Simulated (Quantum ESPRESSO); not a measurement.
Bi, 2 atoms in the cell. It takes space group P2/m (No. 10, monoclinic). The conventional cell has a = 3.238 Å, b = 3.222 Å, c = 6.444 Å, α = 90.00°, β = 90.72°, γ = 90.00°. Around Bi (site symmetry m) lie 6 Bi at 3.22 to 3.24 Å. This isn't the form of Bi at room conditions, which is rhombohedral.

* Program: Quantum ESPRESSO 7.5
* Task: relaxation of cell and atoms
* Functional: PBEsol
* Potentials or basis: PseudoDojo 0.4.1 SR PBEsol standard
* Cutoff: 898 eV
* Density cutoff: 3592 eV
* k mesh: 7 × 7 × 3
* Occupations: fermi-dirac, width 0.05 eV
* Spin: no spin polarisation
* ASE optimiser: BFGS
* Mixing beta: 0.5
* Most SCF iterations: 120
* SCF threshold: 4e-10 Ry

Potentials or basis: PseudoDojo 0.4.1 SR PBEsol standard.

Launch:

```sh
$ OMP_NUM_THREADS=1 python run.py
```

Hardware: 2 MPI ranks on Arm Neoverse V2, with other jobs on the host.

Task: How long does it take, and how much memory?

Result: Wall time 5.8 min on 2 MPI ranks on Arm Neoverse V2, on a shared host, peak memory 0.2 GiB a rank. Counts: scf iterations 8, k pools 2, bands 22, ion steps 22, k points 44, g dense 32597.
